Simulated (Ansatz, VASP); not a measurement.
Ca in VASP and in Ansatz

```
CELL_PARAMETERS angstrom
3.22970 0.00000 0.00000
-1.61485 2.79700 0.00000
0.00000 0.00000 5.42824
ATOMIC_POSITIONS crystal
Ca 0.33333 0.66667 0.25000
Ca 0.66667 0.33333 0.75000
```

Alike in both runs: functional PBE; k mesh 13 × 13 × 7; occupations fermi-dirac, width 0.05 eV; no spin polarisation.

Ansatz relaxed the structure, and its values are those at the end. VASP's run is a single point on that final structure, the one shown.

|  | VASP | Ansatz |
| --- | --- | --- |
| version | VASP 6.6.1 | Ansatz 0.2.0 |
| potentials or method | VASP PAW PBE potentials, release 64 (Ca_sv), cutoff 520 eV | all-electron LAPW, scalar-relativistic |

```tsv
	VASP	Ansatz	Ansatz less VASP
pressure (GPa)	21.0	21.0	-0.05
```

Ansatz ran all-electron here, so the differences hold the error of VASP's frozen core and of both bases.

Caveats: so large a pressure means that the cell lies far from this level's equilibrium, or that cutoff or potentials fall short (VASP).
